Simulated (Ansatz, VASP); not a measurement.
**SiHCF (F-SiC-H chair, 1 layer) in two plane-wave programs**

Wanted: the spread between two codes on one cell, functional and k mesh. Of the first pair: The structure shown is the start of the Ansatz relaxation below; VASP solves that cell, so the two are compared at the walk's first step.

Main program and level: Ansatz 0.2.0; plane waves, with VASP 6.6.1 beside it; PBE.

**1. Set-up**

The cell holds 4 atoms: 1 H, 1 C, 1 Si and 1 F. Its edges and angles: a = 3.086 Å, b = 3.085 Å, c = 18.373 Å, α = 90.0°, β = 90.0°, γ = 120.0°. Vacuum lies along c.

**2. Ansatz: relaxation, PBE**

Ansatz runs on its default PAW (the set named soft_2) files.

The two programs are compared at the cell with which this relaxation starts, whose forces are those of its first step.

The input, input.yaml:

```yaml
crystal:
  lattice:
    - [3.0855, 0.0, 0.0]
    - [-1.54275, 2.6721213834, 0.0]
    - [0.0, 0.0, 18.3733333333]
  atoms:
    - { symbol: H, position: [0.6666666667, 0.3333333333, 0.4082002903] }
    - { symbol: C, position: [0.6666666667, 0.3333333333, 0.466436865] }
    - { symbol: Si, position: [0.3333333333, 0.6666666667, 0.5003628447] }
    - { symbol: F, position: [0.3333333333, 0.6666666667, 0.5917997097] }
kpoints:
  mp_grid: { grid: [12, 12, 1] }
hamiltonian:
  xc: pbe
scf:
  occupations: { method: fermi_dirac, width: 0.05 }
  convergence: { dr2_threshold: 1.0e-08 }
efield:
  axis: 3
  dipole_correction: true
  ramp_position: 0.97
  ramp_width: 0.04
relax:
  f_tol: 0.01
  cell: { fix: [c, alpha, beta] }
output:
  write_potential: true
  write_density: true
  volumetric_format: npy
```

On the command line:

```sh
ansatz run input.yaml --threads 2 --pin off --max-ram 4096MiB --backend cpu --events-out ev --progress --plain --runs-dir out
```

Numbers of over 12 decimals in the logs are rounded to 6 here.

What it wrote:

```text
Warning: relax.cell: scf.convergence.dr2_threshold = 1e-8 eV is looser than the 4e-10 eV advised for a relaxation that steers and ends on the stress (1e-10 eV for each atom of the cell: 4). What an SCF threshold leaves in a stress goes as its square root, and in the free energy as the threshold itself, and one threshold admits the most on a small cell: [figures from the program's tests cut] Set scf.convergence.dr2_threshold to 4e-10 eV or tighter. The threshold is an SCF's pass mark: one that does not reach it within its budget of iterations ends unconverged, or closes short of it on a stop that the run arms, and scf.convergence.dr2_threshold's page says what that costs each kind of run
Engine: ansatz 0.2.0, x86_64-unknown-linux-gnu
Pseudopotentials: kind: paw
Pseudopotential: H, paw, valence charge 1, recommended cutoff 420 eV (normal), H.paw.azcp
Pseudopotential: C, paw, valence charge 4, recommended cutoff 420 eV (normal), C.paw.azcp
Pseudopotential: Si, paw, valence charge 4, recommended cutoff 420 eV (normal), Si.paw.azcp
Pseudopotential: F, paw, valence charge 7, recommended cutoff 420 eV (normal), F.paw.azcp
Functional definition: PBE
  parameter kappa = 0.804
  parameter beta = 0.066725
  exchange = pbe_x(kappa = kappa, mu = beta*pi^2/3)
  correlation = pbe_c(beta = beta)
Crystal: 4 atoms, lattice volume = 151.485 Å³
Basis set: ecut = 420 eV, 2941 PW (Γ), exchange–correlation on 48×48×250 points (8 copies of the dense FFT grid, shifted against one another)
Bands: 12, of which v1, the nominal top of the filled ones, is band 8 counted from 1 (7 counted from 0)
Symmetry: 6 space group operations
Space group: P3m1 (ITA 156), of the structure as read, at distance tolerance 5.3e-5 Å
k-points: 19 of 144 (time reversal used)
Non-local potential: H, projectors of the file, l = 0: 2, l = 1: 1
Non-local potential: C, projectors of the file, l = 0: 2, l = 1: 2, l = 2: 1
Non-local potential: Si, projectors of the file, l = 0: 2, l = 1: 2, l = 2: 2
Non-local potential: F, projectors of the file, l = 0: 2, l = 1: 2, l = 2: 1
PAW form: soft (Blöchl's): semilocal exchange-correlation on the pseudo side does not see the compensation charge
PAW one-centre angular grid: H, 110 points (default); XC on 64 Gauss nodes
PAW one-centre angular grid: C, 110 points (default); XC on 64 Gauss nodes
PAW one-centre angular grid: Si, 110 points (default); XC on 64 Gauss nodes
PAW one-centre angular grid: F, 110 points (default); XC on 64 Gauss nodes
Initial density: superposition of atomic densities (neutral atoms: chi_scale 0, normalization atom), corrected by the library's trained network
Initial wavefunctions: pseudopotential atomic-orbital guess
Functional: x = pbe(κ = 0.804, μ = 0.219515), c = pbe(β = 0.066725)
SCF iter   1: F=—  HF=-1712.392661 eV  |F-HF|=—  |Δ(HF+E_count)|=         —  Δρ=2.04e-3  dr2=2.10e-2  ethr=1.77e-3  p=-0.206 e·Å  D=-2.46e-1 V/Å  ΔV_dip=4.52 eV  dr2_dipole=5.90e-4  V_vac-E_F(+/−)=7.29/2.77 eV  ⟨swp⟩=8.1  Hψ=1864  notcnv=0
efield: sawtooth ramp at fractional position 0.9700 (set: `efield.ramp_position`, or a place that a band, a saddle search or an elastic batch's reference lends), width 0.0400; the density the first Hamiltonian is built on has a dipole p = -0.206 e·Å; the dipole correction subtracts the counter field D = -2.46e-1 V/Å, which shifts the + side's vacuum level by +4.52 eV against the − side's; the planar-averaged density in the ramp window peaks in size at 1.5e-5 e/Å³
preconditioner: auto → none  [insulator: Δε(μ)=3.370 eV  Ē_g=11.372 eV  σ=0.050 eV  W_gap=1.00  n_scr=10 (ndim 8)  ℏωp=11.3 eV  f_vac=0.687  D(μ)=0.00/eV (n_scr^D=0)  ε∞_Penn≈2.0]
SCF iter   2: F=—  HF=-1712.395060 eV  |F-HF|=—  |Δ(HF+E_count)|=   2.40e-3  Δρ=1.99e-3  dr2=1.38e-2  ethr=1.31e-4  p=-0.190 e·Å  D=-2.27e-1 V/Å  ΔV_dip=4.17 eV  dr2_dipole=3.93e-3  V_vac-E_F(+/−)=6.85/2.68 eV  ⟨swp⟩=3.6  Hψ=624  notcnv=0
SCF iter   3: F=—  HF=-1712.391605 eV  |F-HF|=—  |Δ(HF+E_count)|=   3.45e-3  Δρ=6.74e-4  dr2=1.29e-3  ethr=8.60e-5  p=-0.211 e·Å  D=-2.52e-1 V/Å  ΔV_dip=4.62 eV  dr2_dipole=9.47e-7  V_vac-E_F(+/−)=7.18/2.55 eV  ⟨swp⟩=3.2  Hψ=436  notcnv=0
SCF iter   4: F=—  HF=-1712.391902 eV  |F-HF|=—  |Δ(HF+E_count)|=   2.97e-4  Δρ=3.14e-4  dr2=1.80e-4  ethr=8.07e-6  p=-0.217 e·Å  D=-2.59e-1 V/Å  ΔV_dip=4.75 eV  dr2_dipole=1.83e-6  V_vac-E_F(+/−)=7.20/2.45 eV  ⟨swp⟩=2.1  Hψ=430  notcnv=0
SCF iter   5: F=—  HF=-1712.392020 eV  |F-HF|=—  |Δ(HF+E_count)|=   1.18e-4  Δρ=8.38e-5  dr2=9.82e-6  ethr=1.12e-6  p=-0.219 e·Å  D=-2.61e-1 V/Å  ΔV_dip=4.80 eV  dr2_dipole=1.73e-7  V_vac-E_F(+/−)=7.22/2.42 eV  ⟨swp⟩=2.2  Hψ=402  notcnv=0
[...]
efield: sawtooth ramp at fractional position 0.9700 (set: `efield.ramp_position`, or a place that a band, a saddle search or an elastic batch's reference lends), width 0.0400; the density the first Hamiltonian is built on has a dipole p = -0.200 e·Å; the dipole correction subtracts the counter field D = -2.32e-1 V/Å, which shifts the + side's vacuum level by +4.27 eV against the − side's; the planar-averaged density in the ramp window peaks in size at 4.5e-6 e/Å³
[...]
eigensolver tolerance schedule: the retry pair's looser diagonalisation over-reported the residual by 2401.64 of it (diagonalisation noise at 4.38 of the residual, at the tolerance the schedule requests for it); recorded, not acted on — ethr = c·dr2/N_el stays at c = 1.0e-1
preconditioner: auto → none  [insulator: Δε(μ)=3.536 eV  Ē_g=11.615 eV  σ=0.050 eV  W_gap=1.00  n_scr=10 (ndim 8)  ℏωp=11.1 eV  f_vac=0.696  D(μ)=0.00/eV (n_scr^D=0)  ε∞_Penn≈1.9]
SCF iter   2: F=—  HF=-1712.561406 eV  |F-HF|=—  |Δ(HF+E_count)|=   2.94e-4  Δρ=1.05e-5  dr2=1.19e-7  ethr=4.37e-10  p=-0.200 e·Å  D=-2.32e-1 V/Å  ΔV_dip=4.27 eV  dr2_dipole=1.08e-8  V_vac-E_F(+/−)=6.83/2.56 eV  ⟨swp⟩=3.5  Hψ=558  notcnv=0
SCF iter   3: F=—  HF=-1712.561412 eV  |F-HF|=—  |Δ(HF+E_count)|=   6.11e-6  Δρ=5.17e-6  dr2=1.06e-8  ethr=4.37e-10  p=-0.200 e·Å  D=-2.32e-1 V/Å  ΔV_dip=4.27 eV  dr2_dipole=1.53e-10  V_vac-E_F(+/−)=6.83/2.56 eV  ⟨swp⟩=2.4  Hψ=357  notcnv=0
iter 4 met the thresholds in force, and the SCF goes on: an eigenvalue changes by 33.58 meV, over its tolerance of 3.16 meV (output.eigenvalues, Limitations)
SCF iter   4: F=-1712.561423 eV  HF=-1712.561417 eV  |F-HF|=6.68e-6  |Δ(HF+E_count)|=   4.55e-6  Δρ=3.41e-6  dr2=4.63e-9  ethr=6.25e-11  p=-0.200 e·Å  D=-2.32e-1 V/Å  ΔV_dip=4.27 eV  dr2_dipole=3.98e-10  V_vac-E_F(+/−)=6.83/2.56 eV  ⟨swp⟩=13.1  Hψ=1983  notcnv=0
iter 5 met the thresholds in force, and the SCF goes on: an eigenvalue changes by 3.61 meV, over its tolerance of 3.16 meV (output.eigenvalues, Limitations)
SCF iter   5: F=-1712.561423 eV  HF=-1712.561423 eV  |F-HF|=6.13e-7  |Δ(HF+E_count)|=   6.07e-6  Δρ=8.15e-7  dr2=1.04e-9  ethr=2.89e-11  p=-0.200 e·Å  D=-2.32e-1 V/Å  ΔV_dip=4.27 eV  dr2_dipole=8.01e-11  V_vac-E_F(+/−)=6.83/2.56 eV  ⟨swp⟩=9.5  Hψ=1844  notcnv=0
Mixer restart at iter 5: flushing history
SCF iter   6: F=-1712.561423 eV  HF=-1712.561423 eV  |F-HF|=4.53e-9  |Δ(HF+E_count)|=   6.15e-7  Δρ=1.02e-6  dr2=4.45e-9  ethr=6.51e-12  p=-0.200 e·Å  D=-2.32e-1 V/Å  ΔV_dip=4.27 eV  dr2_dipole=5.74e-10  V_vac-E_F(+/−)=6.83/2.56 eV  ⟨swp⟩=8.3  Hψ=1785  notcnv=0
SCF 8 converged in 6 iterations: F = -1712.561423 eV  dr2 = 4.45e-9
relax step   8: F+E_penalty+E_count = -1712.56142326 eV  Δ(F+E_penalty+E_count) = -1.011e-4 eV  max|allowed force component| = 8.240e-3 eV/Å  Δτ_max = 0.0000 Å  P = +0.010 GPa  Ω = 155.839 Å³  fix = [c, alpha, beta]  reactions: c -0.002 GPa  stress off target by 1.65e-2 GPa on what of the cell is left free  SCF on the basis re-selected at this cell (its energy is not comparable with the rows above)  (6 SCF iters)
basis re-selected at this cell: Δ(F+E_penalty+E_count) = -1.011e-4 eV, ΔP = +0.001 GPa vs the last step (what re-selecting the basis moved, of the pressure what is left beyond the Pulay correction that the steps carried, after the strain that the cell walked since its last selection, with what the two solves' SCF thresholds leave and, on support functions, any second-order correction that the steps lacked; it is no m [...]
SCF converged after 6 iterations
an eigenvalue changed by more than its tolerance at an iteration that met the thresholds in force, so the SCF went on 2 times, its first undamped step at iteration 5: the last check found none over its tolerance
Free energy (F): -1712.561423 eV
Harris-Foulkes:  -1712.561423 eV  (|F-HF|=4.53e-9)
Internal energy: -1712.561423 eV  (E = F + TS)
E sigma→0 (E₀):  -1712.561423 eV
Fermi energy:    -1.924196 eV
Dipole field:    D = -0.232260 V/Å  (p = -0.200028 e·Å, saw-weighted, corrected)
Work function:   Φ+ = 6.8299 eV   Φ− = 2.5627 eV
Levels:          The Fermi level and band energies are counted from a zero that moves with the ramp; work functions are not
--- Per-component energies (eV) ---
  E_band       = -174.728704
  E_kinetic    = 355.284618
  E_local      = -5938.138828  (includes V_loc(G=0)·N_el)
  E_nonlocal   = 126.302557
  E_hartree    = 2788.614838
  E_xc         = -193.254881
  E_vxc        = -221.774200  (∫ρ·V_xc dr)
  E_paw        = -813.215388  (= ΣΔE_a)
  E_vpaw       = -76.072492  (= ΣTr[D̂ρ^β])
  E_aug_tail   = 0.000791  (compensation charges beyond the density's cutoff)
  E_efield     = 0.023229  (sawtooth field / dipole correction)
  E_vefield    = 2.437142  (∫n·V_field dr)
  E_ewald      = 1961.821640
  E_smearing   = -0.000000  (= −TS)
  E_closure    = 0.000000  (closes the sum)
  Σ components = -1712.561423   (vs F -1712.561423, Δ=0.00e0)
--- Forces (eV/Å), atoms counted from 1 ---
  atom   1  H      0.00000000    -0.00000000     0.00115471
  atom   2  C      0.00000000     0.00000000    -0.00690416
  atom   3  Si    -0.00000000    -0.00000000     0.00823205
  atom   4  F      0.00000000     0.00000000    -0.00251522
  max |Σ_I F_I| component: 3.26e-5 eV/Å
--- Stress (GPa, compression-positive) ---
        0.016523       0.000000       0.000000
        0.000000       0.016523       0.000000
        0.000000       0.000000      -0.001682
  P = ⅓ Tr σ = 0.0105 GPa (0.105 kbar)
--- Band table (eV; the first three rows and the last of 19) ---
  k-point 0: bands = [... 4 lower, -6.7713, -6.7713, -3.7069, -3.7069, -0.1707, 1.3971, 1.6728, 2.9773]
  k-point 1: bands = [... 4 lower, -6.8170, -6.7993, -4.2274, -3.8301, -0.0352, 1.5423, 1.9801, 3.1528]
  k-point 2: bands = [... 4 lower, -6.9398, -6.8769, -5.3277, -4.1311, 0.3592, 1.9326, 2.2334, 3.5036]
  k-point 18: bands = [... 4 lower, -8.4794, -7.8982, -6.7337, -6.3030, 3.0537, 3.4341, 4.7816, 5.8313]
--- Relaxed structure (6 steps of the walk, 6 accepted, 2 SCFs on fresh bases) ---
  F+E_penalty+E_count = -1712.56142326 eV   max|allowed force component| = 8.240e-3 eV/Å   (the final SCF, on the basis selected at the relaxed cell)
  cell:  # Å, volume = 155.8393 Å³
    - [3.129531, 0, 0]
    - [-1.564765, 2.710253, 0]
    - [0, 0, 18.3733333333]
  atoms:
    - { symbol: H, position: [0.666667, 0.333333, 0.409536] }
    - { symbol: C, position: [0.666667, 0.333333, 0.469804] }
    - { symbol: Si, position: [0.333333, 0.666667, 0.500249] }
    - { symbol: F, position: [0.333333, 0.666667, 0.587210] }
```

**3. VASP: single point, PBE, start cell, pair 1**

The same cell, functional, mesh and smearing now go to VASP, with its own data sets.

Lines of VASP's logs that name or quote its potential files are left out, and so is its time.

The input, INCAR:

```
SYSTEM = SiHCF
PREC = Accurate
ENCUT = 520
EDIFF = 1E-06
NELM = 120
ISMEAR = -1
SIGMA = 0.05
LREAL = .FALSE.
ALGO = Normal
GGA = PE
NBANDS = 14
LORBIT = 11
LWAVE = .FALSE.
LCHARG = .FALSE.
ISIF = 2
LDIPOL = .TRUE.
IDIPOL = 3
DIPOL = 0.5 0.5 0.491
LVHAR = .TRUE.
LASPH = .TRUE.
GGA_COMPAT = .FALSE.
EFERMI = MIDGAP
NELMDL = -8
```

The input, POSCAR:

```
SiHCF
1.0
    3.0855000000      0.0000000000      0.0000000000
   -1.5427500000      2.6721210000      0.0000000000
    0.0000000000      0.0000000000     18.3733330000
H C Si F
1 1 1 1
Direct
    0.6666666667      0.3333333333      0.4082002977
    0.6666666667      0.3333333333      0.4664368735
    0.3333333334      0.6666666666      0.5003628356
    0.3333333334      0.6666666666      0.5917997023
```

The input, KPOINTS:

```
Automatic mesh
0
Gamma
12 12 1
0 0 0
```

PAW data sets: H, C, Si and F (PBE family, release 64).

On the command line:

```sh
mpirun -np 1 vasp_std
```

What it wrote:

```text
[banner, memory and clock lines left out]
running    1 mpi-ranks, on    1 nodes
 distrk:  each k-point on    1 cores,    1 groups
 distr:  one band on    1 cores,    1 groups

 POSCAR found type information on POSCAR H C SiF
 POSCAR found :  4 types and       4 ions
 LDA part: xc-table for (Slater+PW92), standard interpolation
 POSCAR, INCAR and KPOINTS ok, starting setup
 FFT: planning ... GRIDC
 FFT: planning ... GRID_SOFT
 FFT: planning ... GRID
 WAVECAR not read
 entering main loop
       N       E                     dE             d eps       ncg     rms          rms(c)
DAV:   1     0.121859088166E+03    0.12186E+03   -0.59600E+03   532   0.853E+02
DAV:   2    -0.128945800445E+02   -0.13475E+03   -0.12238E+03   862   0.202E+02
DAV:   3    -0.267945482404E+02   -0.13900E+02   -0.13774E+02   724   0.759E+01
DAV:   4    -0.270780969244E+02   -0.28355E+00   -0.28292E+00   694   0.126E+01
DAV:   5    -0.270838761055E+02   -0.57792E-02   -0.57763E-02   742   0.169E+00
DAV:   6    -0.270840556712E+02   -0.17957E-03   -0.17952E-03   698   0.295E-01
DAV:   7    -0.270840618744E+02   -0.62032E-05   -0.62022E-05   790   0.490E-02
DAV:   8    -0.270840621216E+02   -0.24719E-06   -0.24721E-06   662   0.721E-03    0.106E+01
DAV:   9    -0.242301516495E+02    0.28539E+01   -0.62267E+00   700   0.177E+01    0.495E+00
DAV:  10    -0.240914683239E+02    0.13868E+00   -0.10682E+00   718   0.634E+00    0.223E+00
DAV:  11    -0.240351836109E+02    0.56285E-01   -0.45225E-02   718   0.175E+00    0.103E+00
DAV:  12    -0.240057450511E+02    0.29439E-01   -0.23214E-02   706   0.140E+00    0.231E-01
DAV:  13    -0.240034388912E+02    0.23062E-02   -0.40433E-03   694   0.487E-01    0.116E-01
DAV:  14    -0.239999038660E+02    0.35350E-02   -0.17834E-03   670   0.350E-01    0.810E-02
[...]
DAV:  19    -0.239999664394E+02   -0.31847E-03   -0.32213E-05   532   0.403E-02    0.756E-03
DAV:  21    -0.240001366549E+02   -0.64711E-04   -0.72033E-06   568   0.215E-02    0.494E-03
DAV:  22    -0.240001499746E+02   -0.13320E-04   -0.86695E-07   452   0.819E-03    0.276E-03
DAV:  23    -0.240001607688E+02   -0.10794E-04   -0.10964E-06   502   0.810E-03    0.136E-03
DAV:  24    -0.240001664607E+02   -0.56919E-05   -0.15906E-07   476   0.356E-03    0.756E-04
DAV:  25    -0.240001696283E+02   -0.31676E-05   -0.10165E-07   404   0.258E-03    0.502E-04
DAV:  26    -0.240001714565E+02   -0.18282E-05   -0.32491E-08   428   0.132E-03    0.170E-04
DAV:  27    -0.240001722418E+02   -0.78532E-06   -0.17781E-08   416   0.121E-03
   1 F= -.24000172E+02 E0= -.24000172E+02  d E =-.444498E-15
```

[end of part 1 of 2]

[Lines on the potential files, build, host, timing and source positions are cut from VASP's logs without a mark.]

[Logs are printed without paths, hosts, clocks, repeated set-up lines and the standing remarks that a program may print on its own settings, such as how far it seeks lower states.]

[Hosts, paths, dates, database ids (printed as entryN), source tags and the programs' standing remarks are cut or masked in the printed files.]
